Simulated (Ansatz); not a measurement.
Al on a Zn site in ZnO, calculated

Level of theory: PBEsol, collinear spin where a state has unpaired electrons to hold, scalar-relativistic; Ansatz, plane waves to 420 eV (PAW set soft_2), k-mesh 2×2×2 shifted by half a step.

The relaxed host crystal (Kohn–Sham gap 0.70 eV over the whole zone):

```cif
data_structure
_symmetry_space_group_name_H-M 'P 1'
_symmetry_Int_Tables_number 1
_cell_length_a 3.2305
_cell_length_b 3.2305
_cell_length_c 5.2139
_cell_angle_alpha 90.000
_cell_angle_beta 90.000
_cell_angle_gamma 120.000
_cell_volume 47.12
loop_
_atom_site_label
_atom_site_type_symbol
_atom_site_fract_x
_atom_site_fract_y
_atom_site_fract_z
_atom_site_occupancy
Zn1 Zn 0.66667 0.33333 0.50064 1
Zn2 Zn 0.33333 0.66667 0.00064 1
O1 O 0.66667 0.33333 0.87967 1
O2 O 0.33333 0.66667 0.37967 1
```

Supercell of 36 atoms, rows of the matrix [[1,2,1],[-2,-1,1],[1,-1,1]] times the cell vectors; Al on a Zn site at (0.667, 0.333, 0.501) in fractions of the cell above. Atoms are relaxed at the host's cell; charged cells sit in a uniform background.

Distances from the Al atom (Å), by shell of the perfect crystal:

```
shell      perfect crystal            charge +1             charge 0
  4 O                 1.97                 1.81                 1.80
12 Zn  3.22 (3.21 to 3.23)  3.22 (3.20 to 3.24)  3.22 (3.20 to 3.24)
  1 O                 3.24                 3.23                 3.23
```

```csv
charge,moment of the cell (μB),moment on Al (μB),gap of the cell on the mesh (eV),carriers
+1,0.00,0.00,2.02,none in the bands
0,0.49,0.00,0.00,in a band of the host or near its edge
```

On this mesh the host's own supercell has a gap of 1.98 eV.

At charge 0 a carrier lies in a band of the host or at its edge (levels aligned by the semicore states), so it isn't shown to be bound to the defect (semilocal functionals spread carriers too far and can miss a bound one), and no level is taken from that state.

Task: Which charge does the defect take as the Fermi level crosses the gap?

Result: No transition between neighbouring charges can be given. At the conduction band bottom the charges +1 and 0 tie once band filling is counted. Lowest charge for a Fermi level at the valence band top: +1, at mid gap: +1 (among the charges +1, 0). With the Fermi level at the valence band top the state +1 costs -4.54 eV, and -4.19 eV with the Fermi level at mid gap, which lies 0.35 eV above the valence band top; atoms are taken from and to the elements' standard states, where compounds of them would form first, so a negative cost isn't reached.

No formation energy is given for the neutral state, since the neutral cell holds a carrier in a band.

Relaxed cell at charge +1:

```
ZnO Al_Zn charge 1
1.0
     0.0000    5.5954    5.2139
    -4.8458   -2.7977    5.2139
     4.8458   -2.7977    5.2139
Al Zn O
1 17 18
Direct
  0.2778 0.6112 0.6112
  0.6131 0.6108 0.2779
  0.2775 0.2779 0.9464
  0.2775 0.9464 0.2779
  0.6131 0.2779 0.6108
  0.9446 0.6108 0.9464
  0.9443 0.2776 0.2776
  0.6128 0.9462 0.9462
  0.9446 0.9464 0.6108
  0.2216 0.5549 0.2229
  0.5553 0.5545 0.8886
  0.2216 0.2229 0.5549
  0.2212 0.8886 0.8886
  0.5562 0.2225 0.2225
  0.8896 0.5549 0.5549
  0.8892 0.2225 0.8895
  0.5553 0.8886 0.5545
  0.8892 0.8895 0.2225
  0.3933 0.7267 0.7267
  0.7379 0.7371 0.4056
  0.4038 0.4056 0.0713
  0.4038 0.0713 0.4056
  0.7379 0.4056 0.7371
  0.0723 0.7371 0.0713
  0.0713 0.4046 0.4046
  0.7381 0.0714 0.0714
  0.0723 0.0713 0.7371
  0.3434 0.6767 0.3704
  0.6805 0.6821 0.0139
  0.3434 0.3704 0.6767
  0.3487 0.0139 0.0139
  0.6813 0.3493 0.3493
  0.0371 0.6767 0.6767
  0.0160 0.3493 0.0146
  0.6805 0.0139 0.6821
  0.0160 0.0146 0.3493
```

Caveats: semilocal functionals make gaps too small, which shifts levels too; small supercell, so energies and levels can be off by tenths of an eV; the atoms kept the symmetry of the start, so a distorted state could lie lower.
